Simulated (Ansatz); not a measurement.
## Squeezing and stretching TaN

Reference cell: a structure deposited in the COD, whose atoms a relaxation with PBE at fixed cell left in place.

Space group P6/mmm (No. 191); a = 5.1850, c = 2.9080 Å, γ = 120.00°.

| site | Wyckoff | site symmetry | x | y | z |
| --- | --- | --- | --- | --- | --- |
| Ta1 | 1a | 6/mmm | 0.0000 | 0.0000 | 0.0000 |
| Ta2 | 2d | -6m2 | 0.3333 | 0.6667 | 0.5000 |
| N | 3f | mmm | 0.5000 | 0.0000 | 0.0000 |

One atom of each set is listed.

Level of theory: DFT, PBE, plane waves and PAW, scalar-relativistic, collinear spin, 420 eV cutoff, Γ-centred 10×10×16 k-points, Fermi–Dirac smearing 0.05 eV (Ansatz 0.2.0). Start moments as typed (μB): 2 on each Ta, none on the rest.

The cell is scaled uniformly, and the ions relax again at each size.

| V/V₀ | pressure (GPa) |
| --- | --- |
| 0.94 | 34.5 |
| 0.96 | ? |
| 0.98 | 17.6 |
| 1.00 | 10.3 |
| 1.02 | 3.8 |
| 1.04 | -2.1 |
| 1.06 | -7.4 |

Question: Estimate the row at V/V₀ = 0.96, the equilibrium volume and the bulk modulus.

Answer: pressure (GPa): 25.6. Worked: a parabola in ln(V/V₀) through the other 6 rows gives 25.6 GPa there. It crosses zero pressure at V/V₀ = 1.033, the equilibrium volume of this functional, where the bulk modulus is B = −dP/d ln V = 299 GPa. The shape of the cell is held, so in this non-cubic crystal both values are those of uniform scaling, and B is an upper bound to the hydrostatic one.

The start moments die out, and the run ends without spin.
